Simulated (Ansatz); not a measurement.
What does this script print? It uses Ansatz 0.2.0 through its Python package.

`nbc_dfpt.py`
```python
'''Zone-centre and zone-boundary phonons of NbC by linear response.'''

from pathlib import Path

import ansatz as az
import numpy as np

FUNCTIONAL = 'PBE'
SMEARING = 'Marzari-Vanderbilt'
WIDTH_EV = 0.1
ECUT = 260
KMESH = (12, 12, 12)


def main() -> None:
    vectors = np.array([
        [0.0, 2.23455, 2.23455],
        [2.23455, 0.0, 2.23455],
        [2.23455, 2.23455, 0.0],
    ])
    cell = (
        az.Lattice.of(vectors)
        .atom('Nb', (0.0, 0.0, 0.0))
        .atom('C', (0.5, 0.5, 0.5))
    )

    calculation = (
        cell.calculation()
        .functional(FUNCTIONAL)
        .occupations(SMEARING, width=WIDTH_EV)  # the run then minimises F = E - TS
        .eigensolver('auto')
        .basis(ECUT)  # a bare number is in eV
        .scf(algorithm='density_mixing')
        .mixing('anderson')
        .kpoints(*KMESH)  # sampling of the Brillouin zone
        .phonons('dfpt', points=[(0, 0, 0), (0.5, 0, 0)])
    )
    done = calculation.run(threads=1, runs_dir='runs')
    ph = done.phonons

    for q in ph.qpoints:
        thz = np.asarray(q.omega_inv_cm) / 33.35641
        print('q = ({:.2f}, {:.2f}, {:.2f})'.format(*q.q_frac), np.round(thz, 2) + 0.0, 'THz')


if __name__ == '__main__':
    main()
```

Output of `python nbc_dfpt.py`:
```text
DeckWarning: basis.ecutwfc = 260 eV is below the records' recommended 420 eV, and the density's cutoff is lower with it unless basis.ecutrho_ratio is high enough to keep the records' density cutoff: compare with a run at a higher cutoff
q = (0.00, 0.00, 0.00) [ 0.    0.    0.   14.93 14.93 14.93] THz
q = (0.50, 0.00, 0.00) [-5.53 -2.13 -2.13 16.25 16.25 17.21] THz
```
(Warnings from the package without file and line.)

Reading the output:
- These settings explore the input space; cutoff and mesh may be short of convergence.
- The cutoff lies under the one recommended for these potentials.
- The cell isn't relaxed first, so the values belong to this volume.
- The mesh is modest for a metal, so energies can be off by several to tens of meV an atom and pressures by half a GPa or more; differences at equal mesh fare better.
- A negative frequency stands for an imaginary mode.
- The structure is a deposited one; some such entries were measured under pressure or heat, so a shift against it needn't be the functional's error alone.
- The structure is taken as given; imaginary modes can come from an unrelaxed or unstable start. Phonons of metals also depend on mesh and smearing.
- It ran for 37 s on 1 thread of Arm Neoverse N1, on a shared host, peak memory 0.6 GiB.
